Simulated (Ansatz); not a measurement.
# Bi: the cost of one run

Program: Ansatz 0.2.0. Level of theory: DFT LDA, scalar-relativistic, plane waves, PAW. These are calculated values, not measurements.

29 further runs of the same task are left out: 29 set aside as unsound or not needed.

### 1 The system as given

It takes space group P-3m1 (No. 164, trigonal). The conventional cell has a = 4.013 Å, b = 4.013 Å, c = 28.000 Å, α = 90.00°, β = 90.00°, γ = 120.00°. Bi (site symmetry 3m) is surrounded by 3 Bi at 2.35 Å.

Structure file:

```
Bi
1.0
     4.01300    0.00000    0.00000
    -2.00650    3.47536    0.00000
     0.00000    0.00000   28.00000
Bi
2
Direct
  0.33333 0.66667 0.50657
  0.66667 0.33333 0.49343
```

This is the geometry of the first run shown, built on a cell relaxed beforehand with the same method.

### 2 What is varied

Atoms count from 1 in the order of the input.

The lattice constant and the buckling of a sheet are varied, nothing relaxed.

First coordinate, lattice constant a of the sheet (both vectors scaled alike): 8 values from 3.945 to 4.419 Å. Second coordinate, buckling: height of Bi1 above Bi2: 8 values from 0.000 to 2.573 Å.

Nothing else is relaxed. Points are written as (first, second).

### 3 The run at (4.013 Å, 0.368 Å)

The sheet is isolated along c: the input cuts the Coulomb interaction between periodic copies.

input.yaml reads:

```yaml
crystal:
  lattice:
    - [4.013, 0.0, 0.0]
    - [-2.0065, 3.4753599454, 0.0]
    - [0.0, 0.0, 28.0]
  atoms:
    - { symbol: Bi, position: [0.3333333333, 0.6666666667, 0.5065714286] }
    - { symbol: Bi, position: [0.6666666667, 0.3333333333, 0.4934285714] }
  periodic: [true, true, false]
basis:
  ecutwfc: 420
kpoints:
  mp_grid: { grid: [9, 9, 1] }
hamiltonian:
  xc: lda
scf:
  occupations: { method: gaussian, width: 0.02 }
output:
  forces: true
  stress: true
  eigenvalues: true
```

Run with:

```sh
ansatz run input.yaml --threads 1 --pin off --max-ram 3072MiB --backend cpu --events-out ev --progress --plain --runs-dir out
```

Q: Estimate wall time and peak memory on 1 thread of Arm Neoverse V1, shared host.

About 6.2 s, with a peak of 0.44 GiB.
